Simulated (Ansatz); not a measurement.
**LiBr: a single-point run**

The task is a single-point run on LiBr. The structure is shown as the input types it.

Method: density functional or hybrid calculation with the settings of its input, plane waves (as first typed), in Ansatz 0.2.0.

3 further runs of the same task are left out: 1 for a known fault of the program, 2 that didn't finish.

## 1. Starting point

It takes space group Fm-3m (No. 225, cubic). The conventional cell has a = 5.479 Å, b = 5.479 Å, c = 5.479 Å, α = 90.00°, β = 90.00°, γ = 90.00°. Around Li (site symmetry m-3m) lie 6 Br at 2.74 Å. Around Br (site symmetry m-3m) lie 6 Li at 2.74 Å.

Structure file:

```
Li Br
1.0
     0.00000    2.73957    2.73957
     2.73957    0.00000    2.73957
     2.73957    2.73957    0.00000
Li Br
1 1
Cartesian
  0.0000 0.0000 0.0000
  2.7396 2.7396 2.7396
```

## 2. Running it

Input file input.yaml:

```yaml
crystal:
  lattice:
    - [0.0, 2.7395650436, 2.7395650436]
    - [2.7395650436, 0.0, 2.7395650436]
    - [2.7395650436, 2.7395650436, 0.0]
  atoms:
    - { symbol: Li, position: [0.0, 0.0, 0.0] }
    - { symbol: Br, position: [0.5, 0.5, 0.5] }
kpoints:
  mp_grid: { grid: [6, 6, 6] }
hamiltonian:
  xc: pbe
scf:
  occupations: { method: fixed }
  n_extra_bands: 4
  max_iter: 2
output:
  forces: true
  stress: true
  eigenvalues: true
```

On the command line:

```bash
$ ansatz run input.yaml --threads 4 --pin off --max-ram 3686MiB --backend cpu --events-out ev --progress --plain --runs-dir out
```

Q: Will this input give a usable result? If not, why, and what should change?

The SCF did not converge in 2 cycles. The density residual dr2 fell from 1.4e-4 to 3.2e-6 eV (threshold 1.0e-7) and was still falling. Nothing that it prints is a result.

Look at the input: scf.max_iter is 2. The cap on SCF cycles is too low for this system: the loop was cut off before the input and output densities agreed.

The cure: delete scf.max_iter (the default then holds).
